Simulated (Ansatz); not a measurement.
Crystal: Pt.

```
Pt
1.0
     0.00000    1.96090    1.96090
     1.96090    0.00000    1.96090
     1.96090    1.96090    0.00000
Pt
1
Cartesian
  0.0000 0.0000 0.0000
```

| Item | Value |
| --- | --- |
| Program | Ansatz 0.2.0 |
| Task | relaxation of cell and atoms |
| Functional | PBE |
| Potentials or basis | Ansatz PAW |
| Cutoff | 420 eV (not typed: the program's choice for these potentials) |
| k mesh | 12 × 12 × 12 |
| Occupations | fermi-dirac, width 0.05 eV |
| Spin | no spin polarisation |

At the start: volume 15.08 Å³/atom.

Question: Where does the relaxation end?

Answer: It ends after 5 steps and the volume is 15.66 Å³/atom (+3.8 %); space group Fm-3m (No. 225, to 0.05 Å).

The path:
```tsv
step	energy change (eV)	largest force (eV/Å)	volume (Å³)
1	0.0000	0.0000	15.08
2	-0.0171	0.0000	15.74
3	-0.0174	0.0000	15.66
4	-0.0174	0.0000	15.66
5	-0.0177	0.0000	15.66
```

Final structure:
```
Pt
1.0
     0.00000    1.98553    1.98553
     1.98553    0.00000    1.98553
     1.98553    1.98553    0.00000
Pt
1
Direct
  0.00000 0.00000 0.00000
```

Caveat: the plane-wave basis is chosen anew once the cell has moved, so the energies of steps on either side of that aren't comparable.
